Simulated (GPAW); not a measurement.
**BaO (Fm-3m): G0W0 with GPAW, start to end**

How does a plane-wave GW calculation on BaO (Fm-3m) run from the first input to the gap?

Program: GPAW 26.7.0. Level of theory: PBE and many-body steps on it, plane waves. Results are calculated unless marked as measured.

The database entry behind the starting cell differs from later determinations by our own check (about 0.7 % short), so it need not match the best structure at ambient conditions.

### 1. Starting point

The structure is cubic, space group Fm-3m (No. 225). The conventional cell has a = 5.500 Å, b = 5.500 Å, c = 5.500 Å, α = 90.00°, β = 90.00°, γ = 90.00°. Ba has 6 O at 2.75 Å nearest. Nearest to O lie 6 Ba at 2.75 Å. Farther neighbours and most contacts between anions are not listed.

The cell and positions come from the Crystallography Open Database and are kept as given unless a step says otherwise. Spin-orbit coupling is left out unless a step names it.

### 2. Ground state

This step: GPAW 26.7.0; DFT, PBE, plane waves, PAW.

The ground-state density comes first.

Input file run.py:

```python
import json
import numpy as np
from gpaw.mpi import world
from ase import Atoms
from gpaw import GPAW, PW, FermiDirac

atoms = Atoms(['Ba', 'O'],
    cell=[[0.0000000000, 2.7500000000, 2.7500000000],
      [2.7500000000, 0.0000000000, 2.7500000000],
      [2.7500000000, 2.7500000000, 0.0000000000]],
    scaled_positions=[[0.0000000000, 0.0000000000, 0.0000000000],
      [0.5000000000, 0.5000000000, 0.5000000000]],
    pbc=(True, True, True))
calc = GPAW(mode=PW(600),
    xc='PBE',
    kpts={'size': (8, 8, 8), 'gamma': True},
    occupations=FermiDirac(0.001),
    nbands=-7,
    convergence={'density': 1e-6, 'bands': -3},
    maxiter=100,
    txt='gs.txt')
atoms.calc = calc
res = {'energy': atoms.get_potential_energy()}
kpts = calc.get_ibz_k_points()
res['kpts'] = kpts
res['eigenvalues'] = [calc.get_eigenvalues(kpt=k) for k in range(len(kpts))]
res['n_electrons'] = calc.get_number_of_electrons()
calc.write('gs.gpw')

if world.rank == 0:
    with open('result.json', 'w') as f:
        json.dump(res, f, default=lambda x: x.tolist())
```

Run with:

```console
$ mpirun -n 4 gpaw python run.py
```

Numbers of over 12 decimals in the logs are rounded to 6 here.

Output:

```text
__  _  _
 | _ |_)|_||  |
 |__||  | ||/\| - 26.7.0

Input parameters:
  mode=PW(ecut=600.0),
  convergence={'density': 1e-06, 'bands': -3},
  kpts=MonkhorstPack(size=(8, 8, 8), gamma=True),
  maxiter=100,
  nbands=-7,
  occupations=Occupations(name='fermi-dirac', width=0.001, fixmagmom=False),
  xc=XC(name='PBE')
  [... matrices ...]
Diagonalizing LCAO Hamiltonian
Converting LCAO to pw mode

                O

       Ba

Atoms  # Å, Bohr magnetons
|   | symbol |        x |        y |        z |    initial magnetic moments |
| 0 |     Ba | 0.000000 | 0.000000 | 0.000000 | ( 0.0000,  0.0000,  0.0000) |
| 1 |      O | 2.750000 | 2.750000 | 2.750000 | ( 0.0000,  0.0000,  0.0000) |

Unit cell  # Å
| periodic |        x |        y |        z |  lengths |    angles |
|      yes | 0.000000 | 2.750000 | 2.750000 | 3.889087 | 60.000000 |
|      yes | 2.750000 | 0.000000 | 2.750000 | 3.889087 | 60.000000 |
|      yes | 2.750000 | 2.750000 | 0.000000 | 3.889087 | 60.000000 |

Number of symmetries: 48
Symmetry operations  # r_c * U_cc + t_c -> r_c
|    | kind |            matrix            |
|  0 |  σ   |  1, 0, 0,  1, 0,-1,  1,-1, 0 |
|  1 |  C2  |  1, 0, 0,  1,-1, 0,  1, 0,-1 |
|  2 |  E   |  1, 0, 0,  0, 1, 0,  0, 0, 1 |
|  3 |  σ   |  1, 0, 0,  0, 0, 1,  0, 1, 0 |
|  4 |  C4  |  1, 0,-1,  1, 0, 0,  1,-1, 0 |
|  5 |  S6  |  1, 0,-1,  1,-1, 0,  1, 0, 0 |
|  6 |  σ   |  1, 0,-1,  0, 1,-1,  0, 0,-1 |
|  7 |  C3  |  1, 0,-1,  0, 0,-1,  0, 1,-1 |
|  8 |  S6  |  1,-1, 0,  1, 0, 0,  1, 0,-1 |
|  9 |  C4  |  1,-1, 0,  1, 0,-1,  1, 0, 0 |
| 10 |  C3  |  1,-1, 0,  0,-1, 1,  0,-1, 0 |
| 11 |  σ   |  1,-1, 0,  0,-1, 0,  0,-1, 1 |
| 12 |  σ   |  0, 1, 0,  1, 0, 0,  0, 0, 1 |
| 13 |  C4  |  0, 1, 0,  0, 1,-1, -1, 1, 0 |
| 14 |  C3  |  0, 1, 0,  0, 0, 1,  1, 0, 0 |
| 15 |  S6  |  0, 1, 0, -1, 1, 0,  0, 1,-1 |
| 16 |  C2  |  0, 1,-1,  1, 0,-1,  0, 0,-1 |
| 17 |  σ   |  0, 1,-1,  0, 1, 0, -1, 1, 0 |
| 18 |  S4  |  0, 1,-1,  0, 0,-1,  1, 0,-1 |
| 19 |  C4  |  0, 1,-1, -1, 1, 0,  0, 1, 0 |
| 20 |  C3  |  0, 0, 1,  1, 0, 0,  0, 1, 0 |
| 21 |  σ   |  0, 0, 1,  0, 1, 0,  1, 0, 0 |
| 22 |  S6  |  0, 0, 1,  0,-1, 1, -1, 0, 1 |
| 23 |  C4  |  0, 0, 1, -1, 0, 1,  0,-1, 1 |
| 24 |  S4  |  0, 0,-1,  1, 0,-1,  0, 1,-1 |
| 25 |  C3  |  0, 0,-1,  0, 1,-1,  1, 0,-1 |
| 26 |  C2  |  0, 0,-1,  0,-1, 0, -1, 0, 0 |
| 27 |  S6  |  0, 0,-1, -1, 0, 0,  0,-1, 0 |
| 28 |  S4  |  0,-1, 1,  1,-1, 0,  0,-1, 0 |
| 29 |  C4  |  0,-1, 1,  0, 0, 1, -1, 0, 1 |
| 30 |  C2  |  0,-1, 1,  0,-1, 0,  1,-1, 0 |
| 31 |  σ   |  0,-1, 1, -1, 0, 1,  0, 0, 1 |
| 32 |  C3  |  0,-1, 0,  1,-1, 0,  0,-1, 1 |
| 33 |  S6  |  0,-1, 0,  0, 0,-1, -1, 0, 0 |
| 34 |  S4  |  0,-1, 0,  0,-1, 1,  1,-1, 0 |
| 35 |  C2  |  0,-1, 0, -1, 0, 0,  0, 0,-1 |
| 36 |  C2  | -1, 1, 0,  0, 1, 0,  0, 1,-1 |
| 37 |  S6  | -1, 1, 0,  0, 1,-1,  0, 1, 0 |
| 38 |  S4  | -1, 1, 0, -1, 0, 1, -1, 0, 0 |
| 39 |  C3  | -1, 1, 0, -1, 0, 0, -1, 0, 1 |
| 40 |  S6  | -1, 0, 1,  0, 0, 1,  0,-1, 1 |
| 41 |  C2  | -1, 0, 1,  0,-1, 1,  0, 0, 1 |
| 42 |  C3  | -1, 0, 1, -1, 1, 0, -1, 0, 0 |
| 43 |  S4  | -1, 0, 1, -1, 0, 0, -1, 1, 0 |
| 44 |  C2  | -1, 0, 0,  0, 0,-1,  0,-1, 0 |
| 45 |  i   | -1, 0, 0,  0,-1, 0,  0, 0,-1 |
| 46 |  σ   | -1, 0, 0, -1, 1, 0, -1, 0, 1 |
| 47 |  C2  | -1, 0, 0, -1, 0, 1, -1, 1, 0 |

BZ-sampling:
  Number of BZ points: 512
  Number of IBZ points: 29

  Monkhorst-Pack size: [8, 8, 8]
  Monkhorst-Pack shift: [0.0625, 0.0625, 0.0625]

K-points  # in reciprocal-cell coordinates
|     |                                coordinates |     weight |
|   0 | (  0.00000000,   0.00000000,   0.00000000) | 0.00195312 |
|   1 | (  0.12500000,   0.12500000,   0.00000000) | 0.01171875 |
|   2 | (  0.12500000,   0.12500000,   0.12500000) | 0.01562500 |
|   3 | (  0.25000000,   0.12500000,   0.12500000) | 0.02343750 |
|   4 | (  0.25000000,   0.25000000,   0.00000000) | 0.01171875 |
|   5 | (  0.25000000,   0.25000000,   0.12500000) | 0.04687500 |
|   6 | (  0.25000000,   0.25000000,   0.25000000) | 0.01562500 |
|   7 | (  0.37500000,   0.25000000,  -0.37500000) | 0.04687500 |
|   8 | (  0.37500000,   0.25000000,   0.12500000) | 0.04687500 |
|   9 | (  0.37500000,   0.25000000,   0.25000000) | 0.04687500 |
| ... |                                            |            |
|  28 | (  0.50000000,   0.50000000,   0.50000000) | 0.00781250 |

Plane wave coefficients: 1411
Cutoff: 600.0 eV

Spin-components: 1 (collinear spins)
Bands:           15
Projectors:      11
Spin-degeneracy: 2
Datatype:        complex128

  Storage: CPU
  Wave functions: 9_820_560 bytes (2_455_140 per core)
  Projectors: 14_403_488 bytes (3_600_872 per core)
  [... matrices ...]
Parallelization:
  kpt:    4
  domain: 1
  band:   1

Density:
  Valence electrons: 16.0
  Components: 1
  Grid points: [24 24 24]
  Charge: 0.0  # |e|

Potential:
  Grid points: [24 24 24]

species:
  Ba:
    name:    Barium
    Z:       56.0
    valence: 10
    core:    46
    charge:  0.0  # [|e|]
    compensation charges:
      type: gauss
      rc: 0.37  # [Å]
      lmax: 2
    cutoffs:
      filter: 2.06  # [Å]
      core: 2.33  # [Å]
    projectors
    | kind |    occ | energy [eV] | rcut [Å] |
    |   5s |  2.000 |     -33.644 |    1.164 |
    |   6s |  2.000 |      -3.229 |    1.164 |
    |   5p |  6.000 |     -18.744 |    1.164 |
    |    p |        |       0.000 |    1.164 |
    |    d |        |       0.000 |    1.164 |
    |    d |        |      27.211 |    1.164 |

    Using partial waves for Ba as LCAO basis

  O:
    name:    Oxygen
    Z:       8.0
    valence: 6
    core:    2
    charge:  0.0  # [|e|]
    compensation charges:
      type: gauss
      rc: 0.21  # [Å]
      lmax: 2
    cutoffs:
      filter: 1.17  # [Å]
      core: 0.83  # [Å]
    projectors
    | kind |    occ | energy [eV] | rcut [Å] |
    |   2s |  2.000 |     -23.961 |    0.688 |
    |   2p |  4.000 |      -9.029 |    0.598 |
    |    s |        |       3.251 |    0.688 |
    |    p |        |      18.182 |    0.598 |
    |    d |        |       0.000 |    0.619 |

    Using partial waves for O as LCAO basis

Reference energy: -223318.694812  # eV

eigensolver:
  PPCG
  Converge bands: -3
  niter=2

density mixing:
  MSR1-Mixer
  Pratt-step length: 0.05
  Maximum mixing coefficient: 0.75
  Old densities: 10
  SVD Regularization: 0.005
  Good broyden scale: 1.0
  Trust region scale: 1.0
  Backstep threshold: 4.0
  History deletion threshold: 6.0
  Fourier metric: weight=20.0, sigma=0.015

occupation numbers:
  Fermi-Dirac:
    width: 0.0010  # eV

poisson solver:
  ecut: 4800.0  # eV

xc functional:
  name: PBE with 2 nearest neighbor stencil

Initialization done in: 0.955 s

convergence criteria:
- Maximum integral of absolute [dens]ity change: 1e-06 electrons / valence electron
- Maximum [total energy] change in last 3 cyles: 0.0005 eV / valence electron
- Maximum integral of absolute [eigenst]ate change: 4e-08 eV^2 / valence electron
maximum number of iterations: 100

SCF iterations
|iter     |     time |      energy | eigst |  dens |
|iter:   1|  |  -13.749163 | +2.24 |       |
|iter:   2|  |  -13.173748 | +0.85 | -0.89 |
|iter:   3|  |  -11.950042 | +0.05 | -0.95 |
|iter:   4|  |  -11.911828 | -1.28 | -1.39 |
|iter:   5|  |  -11.913788 | -1.69 | -1.62 |
|iter:   6|  |  -11.912893c| -3.43 | -2.37 |
|iter:   7|  |  -11.913084c| -4.29 | -2.78 |
|iter:   8|  |  -11.913084c| -5.85 | -3.45 |
|iter:   9|  |  -11.913084c| -6.65 | -4.08 |
|iter:  10|  |  -11.913084c| -7.61c| -4.87 |
|iter:  11|  |  -11.913084c| -7.77c| -5.33 |
|iter:  12|  |  -11.913084c| -8.93c| -6.35c|

Converged in 12 steps
SCF loop duration: 3.500 s (0.292 s/step)
Energy contributions relative to reference atoms: (reference = -223318.694812)
  [... matrices ...]
Energy contributions:
  Kinetic:          16.058907
  Coulomb:         -13.154363
  Zero:              0.097767
  External:          0.000000
  Xc:              -14.915396
  Entropy:          -0.000000
  Spinorbit:         0.000000
  ----------------------------
  Free energy:     -11.913084
  Extrapolated:    -11.913084

dipole moment: (-33.283486, -33.283486, -33.283486)  # |e|*Ang

Fermi level: 7.961
Eigenvalues  # (at kpt = [0.000, 0.000, 0.000])
| band index |      eig [eV] | occ [0-2] |
|          0 |       -18.489 |     2.000 |
|          1 |        -7.671 |     2.000 |
|          2 |        -2.991 |     2.000 |
|          3 |        -2.991 |     2.000 |
|          4 |        -2.991 |     2.000 |
|          5 |         6.953 |     2.000 |
|          6 |         6.953 |     2.000 |
|          7 |         6.953 |     2.000 |
|          8 |        11.041 |     0.000 |
|          9 |        12.069 |     0.000 |
|         10 |        12.069 |     0.000 |
|         11 |        12.069 |     0.000 |
|         12 |        14.388 |     0.000 |
|         13 |        14.388 |     0.000 |
|         14 |        17.079 |     0.000 |

Gap: 1.921 eV
Transition (v -> c):
  (s=0, k=24, n=7, [0.50, 0.50, 0.00]) -> (s=0, k=24, n=8, [0.50, 0.50, 0.00])
No difference between direct/indirect transitions
# Writing to gs.gpw (mode='')
  [... matrices ...]
```

It took 6 s on 4 MPI ranks of Arm Neoverse V2, shared host; peak memory 0.64 GiB; 23 s of CPU time.

This step gave:

| Quantity | Value |
| --- | --- |
| total energy | -11.91 eV |
| gap | 1.921 eV |
| k of the valence top | 0.5, 0.5, 0 |
| k of the conduction bottom | 0.5, 0.5, 0 |
| least direct gap | 1.921 eV |

The gap is direct, at (0.500, 0.500, 0.000).

### 3. Empty states on the mesh, 4×4×4 mesh, 383 bands

The sums over transitions need many empty states on a uniform mesh; this step solves for them.

Input file run.py:

```python
import json
import numpy as np
from gpaw.mpi import world
from gpaw import GPAW

calc = GPAW('gs.gpw').fixed_density(kpts={'size': (4, 4, 4), 'gamma': True},
    parallel={'domain': 1, 'band': 1},
    txt='nscf.txt')
calc.diagonalize_full_hamiltonian(nbands=383)
calc.write('full.gpw', mode='all')
res = {}
kpts = calc.get_ibz_k_points()
res['kpts'] = kpts
res['eigenvalues'] = [calc.get_eigenvalues(kpt=k) for k in range(len(kpts))]
res['n_electrons'] = calc.get_number_of_electrons()

if world.rank == 0:
    with open('result.json', 'w') as f:
        json.dump(res, f, default=lambda x: x.tolist())
```

Run with:

```console
$ mpirun -n 4 gpaw python run.py
```

Output:

```text
Diagonalizing LCAO Hamiltonian
Converting LCAO to pw mode
convergence criteria:
- Maximum integral of absolute [eigenst]ate change: 4e-08 eV^2 / valence electron
maximum number of iterations: 100

SCF iterations
|iter     |     time |      energy | eigst |  dens |
|iter:   1|  |             | +2.14 |       |
|iter:   2|  |             | +0.85 |       |
|iter:   3|  |             | -0.29 |       |
[...]
|iter:   8|  |             | -6.13 |       |
|iter:   9|  |             | -7.13 |       |
|iter:  10|  |             | -7.86c|       |
SCF steps: 10
  __  _  _
 | _ |_)|_||  |
 |__||  | ||/\| - 26.7.0

Input parameters:
  mode=PW(ecut=600.0),
  convergence={'density': 1e-06, 'bands': -3},
  gpts=array([24, 24, 24]),
  kpts=MonkhorstPack(size=(4, 4, 4), gamma=True),
  maxiter=100,
  nbands=15,
  occupations=Occupations(name='fermi-dirac', width=0.001, fixmagmom=False),
  parallel={'domain': 1, 'band': 1},
  xc=XC(name='PBE')
Matrix size: 1411x1411
# Writing to full.gpw (mode='all')
  [... matrices ...]

timing:  # [seconds]
  Total: 5.635  # ━━━━━━━━━━━━━━━━━━━━━━━━━━━━━━━━━━━━━━━━━━━━━━━━━━━━━━━━━━━
```

The job ended after 8.8 s (4 MPI ranks; peak memory 1.3 GiB; 35 s of CPU time).

Numbers from this step:

| Quantity | Value |
| --- | --- |
| gap | 1.921 eV |
| k of the valence top | 0.5, 0.5, 0 |
| k of the conduction bottom | 0.5, 0.5, 0 |
| least direct gap | 1.921 eV |
| k points computed | 8 |
| lowest point of the top converged band, above the valence top | 238.3470 eV |

On this mesh the gap is 1.921 eV.

### 4. Screening and self-energy, 4×4×4 mesh, 173 bands, screening to 150 eV

G0W0 replaces the xc potential by the self-energy, built once from these orbitals. Only a window of levels is corrected, while the sums run over the empty bands that the input names.

This step: G0W0 on PBE, plane waves, PAW.

Input file run.py:

```python
import json
import numpy as np
from gpaw.mpi import world
from gpaw.response.g0w0 import G0W0

gw = G0W0('full.gpw',
    filename='gw',
    kpts=[0, 5],
    bands=(6, 10),
    ecut=150,
    nbands=173,
    integrate_gamma='WS',
    ppa=True)
gw.calculate()
res = {mode: {k: v for k, v in r.items() if k != 'sigma_eskwn'}
       for mode, r in gw.all_results.items()}

if world.rank == 0:
    with open('result.json', 'w') as f:
        json.dump(res, f, default=lambda x: x.tolist())
```

Run with:

```console
$ mpirun -n 4 gpaw python run.py
```

Output:

```text
Using integrator: PointIntegrator
FrequencyGridDescriptor(from 0.000+0.000j to 0.000+27.211j eV, 2 points)
Nonperiodic BCs:  [False False False]
Using integrator: PointIntegrator
FrequencyGridDescriptor(from 0.000+0.000j to 0.000+27.211j eV, 2 points)
Nonperiodic BCs:  [False False False]
  ___  _ _ _
 |   || | | |
 | | || | | |
 |__ ||_____|
 |___|

BZ k-points: Symmetries present (total): 48

  [... matrices ...]
64 k-points: 4 x 4 x 4 Monkhorst-Pack grid + [1/8,1/8,1/8]
8 k-points in the irreducible part of the Brillouin zone
       k-points in crystal coordinates                weights
   0:     0.00000000    0.00000000    0.00000000          1/64
   1:     0.25000000    0.25000000    0.00000000          6/64
   2:     0.25000000    0.25000000    0.25000000          8/64
   3:     0.50000000    0.25000000   -0.25000000          6/64
   4:     0.50000000    0.25000000    0.25000000         12/64
   5:     0.50000000    0.50000000    0.00000000          3/64
   6:     0.50000000    0.50000000    0.25000000         24/64
   7:     0.50000000    0.50000000    0.50000000          4/64

Distributing spins, k-points and bands (1 x 2 x 4) over 4 processes
Number of blocks: 1

Quasi particle states:
k-points (IBZ indices): [0, 5]
Band range: (6, 10)
  [... matrices ...]
Computational parameters:
Plane wave cut-off: 150 eV
Number of bands: 173
Coulomb cutoff: None
Broadening: 0.1 eV

fxc modes: GW
Kernel: RPA
Using Godby-Needs plasmon-pole approximation:
  Fitting energy: i*E0, E0 = 1.000 Hartree
Summing all q:

Calculating screened Coulomb potential
No Coulomb truncation
FrequencyGridDescriptor(from 0.000+0.000j to 0.000+27.211j eV, 2 points)
Removing empty qpoint cache files...

Calculating chi0 body with:
    Ground state adapter containing:
    Number of spins: 1
    Number of kpoints: 64
    Number of irreducible kpoints: 8
    Number of completely occupied states: 8
    Number of partially occupied states: 8
    Occupied states memory: 1.6875 M / cpu

    Linear response parametrization:
    q_c: [0.0, 0.0, 0.0]
    Number of frequency points: 2
    Planewave cutoff: 150.0
    Number of bands: 173
    Number of planewaves: 169
    Broadening (eta): 1e-06
    comm.size: 4
    kncomm.size: 4
    blockcomm.size: 1

    Memory estimate of potentially large arrays:
        chi0_wGG: 0.871613 M / cpu
Integrating chi0 body.

Symmetries of q_c:
    Direct symmetries (Uq -> q): 48
    Indirect symmetries (TUq -> q): 0
In total 48 allowed symmetries.

  [... matrices ...]
8 groups of equivalent kpoints. 87.5% reduction.

Integral kind: response function
Integrating chi0 head and wings.

Symmetries of q_c:
    Direct symmetries (Uq -> q): 48
    Indirect symmetries (TUq -> q): 0
In total 48 allowed symmetries.

  [... matrices ...]
8 groups of equivalent kpoints. 87.5% reduction.

Integral kind: response function wings

Calculating chi0 body with:
    Ground state adapter containing:
    Number of spins: 1
    Number of kpoints: 64
    Number of irreducible kpoints: 8
    Number of completely occupied states: 8
    Number of partially occupied states: 8
    Occupied states memory: 1.6875 M / cpu

    Linear response parametrization:
[... the further q-points ...]

Results:
f:      Occupation numbers
eps:     KS-eigenvalues [eV]
vxc:     KS vxc [eV]
exx:     Exact exchange [eV]
sigma:   Self-energies [eV]
dsigma:  Self-energy derivatives
Z:       Renormalization factors
qp:      QP-energies [eV]

k-point 0 (0): (0.000, 0.000, 0.000)                GW
band       f     eps     vxc     exx   sigma  dsigma       Z      qp
                                                                   GW
   6   1.000   6.953 -19.347 -24.478   4.156  -0.321   0.757   6.216
   7   1.000   6.953 -19.347 -24.478   4.156  -0.321   0.757   6.216
   8   0.000  11.041 -11.006  -6.686  -3.846  -0.182   0.846  11.441
   9   0.000  12.069 -11.272  -6.271  -4.142  -0.184   0.845  12.795

k-point 1 (5): (0.500, 0.500, 0.000)                GW
band       f     eps     vxc     exx   sigma  dsigma       Z      qp
                                                                   GW
   6   1.000   7.178 -19.801 -24.765   4.027  -0.315   0.761   6.464
   7   1.000   7.385 -20.198 -24.989   3.864  -0.305   0.766   6.674
   8   0.000   9.306  -9.633  -5.387  -3.791  -0.176   0.850   9.692
   9   0.000  13.458 -13.593  -8.478  -4.052  -0.191   0.839  14.349
```

Elapsed: 40 s, on 4 MPI ranks; peak memory 1.2 GiB; 2.6 min of CPU time.

Numbers from this step:

| Property | Result |
| --- | --- |
| G0W0 gap on the points computed | 3.018 eV |
| least direct G0W0 gap on the computed points | 3.018 eV |
| Z at the valence top | 0.7663 |
| Z at the conduction bottom | 0.8503 |
| starting gap on the mesh | 1.921 eV |
| k of the valence top | 0.5, 0.5, 0 |
| k of the conduction bottom | 0.5, 0.5, 0 |

The gap on the mesh goes from 1.92 eV to 3.02 eV, a correction of +1.10 eV.

Limits: finite bands, cutoff and mesh; no spin-orbit coupling; coarse k mesh. v1 is the top filled band, c1 the lowest empty one. Levels before and after the correction, in eV, zero at the valence-band top of each column:

|  | conduction bottom | valence top |
| --- | --- | --- |
| Kohn-Sham | 1.92 | 0.00 |
| G0W0 | 3.02 | 0.00 |

|  | level | energy (eV) |
| --- | --- | --- |
| Kohn-Sham | (0.5 0.5 0) v2 | -0.207 |
| Kohn-Sham | (0.5 0.5 0) v1 | 0.000 |
| Kohn-Sham | (0.5 0.5 0) c1 | 1.921 |
| Kohn-Sham | (0.5 0.5 0) c2 | 6.073 |
| G0W0 | (0.5 0.5 0) v2 | -0.210 |
| G0W0 | (0.5 0.5 0) v1 | 0.000 |
| G0W0 | (0.5 0.5 0) c1 | 3.018 |
| G0W0 | (0.5 0.5 0) c2 | 7.675 |

### 5. Where the time went

Times are wall times on 4 MPI ranks of Arm Neoverse V2, shared host, good to a factor of about two.

| step | time | share | memory (GiB) |
| --- | --- | --- | --- |
| ground state | 6 s | 11 % | 0.64 |
| empty states on the mesh | 8.8 s | 16 % | 1.3 |
| screening and self-energy | 40 s | 73 % | 1.2 |

### 6. Summary of results

```json
{
 "PBE gap": "1.92 eV, direct",
 "G0W0 gap on the mesh": "3.02 eV",
 "GW settings": "4×4×4 mesh, 173 bands, screening to 150 eV, Godby-Needs plasmon pole",
 "known limits": "not at the basis limit; no spin-orbit coupling; coarse k mesh"
}
```

In words: G0W0 moves the gap on the mesh from 1.92 eV to 3.02 eV (+1.10 eV), with Z of 0.77 and 0.85 at the edges. Only 2 of the mesh's irreducible points were corrected, so a valley elsewhere could overtake. The dearest step here is «screening and self-energy». Bands and cutoff are finite, so the gap is not at the basis limit. The miss can reach some tenths of an eV and take either sign; the mesh is an error of its own. These stock PAW sets were not made for GW. In the G0W0 run levels were corrected at 2 k points alone, so a gap called «on the mesh» is the least over those, and an edge elsewhere would be missed. The 4×4×4 mesh is coarse for this cell, which bears on the long-range parts of exchange and screening. The many-body steps are scalar-relativistic: spin-orbit coupling is not in them.

[Paths, hosts, dates, memory and timing lines, banners, echoed tables and standing remarks are left out of the program output.]

[Logs are printed without paths, hosts, clocks, repeated set-up lines and the standing remarks that a program may print on its own settings, such as how far it seeks lower states.]

[Runs of the session that timed out or met a known fault of the program may be left out.]

[Hosts, paths, dates, database ids (printed as entryN), source tags and the programs' standing remarks are cut or masked in the printed files.]
